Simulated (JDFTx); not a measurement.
# SrO under changes of volume

One of the cells (16.901 Å³/atom); the others are scaled copies at fixed shape and fractional positions:

```
CELL_PARAMETERS angstrom
0.00000 2.56630 2.56630
2.56630 0.00000 2.56630
2.56630 2.56630 0.00000
ATOMIC_POSITIONS crystal
Sr 0.50000 0.50000 0.50000
O 0.00000 0.00000 0.00000
```

- Program: JDFTx 1.7.0 (patched build)
- Functional: r2SCAN
- Potentials or basis: SG15-PBE-1.2 with smoothed tails
- Cutoff: 1361 eV
- Density cutoff: 10885 eV
- k mesh: 9 × 9 × 9
- Occupations: fermi-dirac, width 0.05 eV
- Spin: no spin polarisation

```csv
volume (Å³/atom),energy over the lowest point (meV/atom),pressure (GPa),gap on the mesh (eV)
15.887,30.38,8.4,3.85
16.225,15.48,5.7,3.86
16.563,5.80,3.4,3.87
16.901,0.80,1.3,3.88
17.239,0.00,-0.6,3.89
17.577,2.97,-2.3,3.89
17.915,?,?,?
```

Question: What does the run at 17.915 Å³/atom give?

Answer: Energy over the lowest point 9.34 meV/atom; pressure -3.8 GPa; gap on the mesh 3.90 eV.

Worked out: A Birch-Murnaghan fit of order 3 (a polynomial in V^(-2/3)) to the other rows has its minimum at 17.14 Å³/atom with B0 = V·E''(V) = 94 GPa and B' = 4.5. It gives 9.33 meV/atom at 17.915 Å³/atom, against the run's 9.34, and -dE/dV = -3.8 GPa, against -3.8. A straight line through the other rows of the gap, of slope 0.425 eV per unit of ln V, extrapolates to 3.90 eV, against the run's 3.90.

Energies are extrapolated to zero smearing.

Caveats: the potentials were made for another functional, which shifts forces and pressure; an odd mesh through Γ misses points on the zone boundary, where band edges often lie. Spin-orbit coupling on Sr is left out.
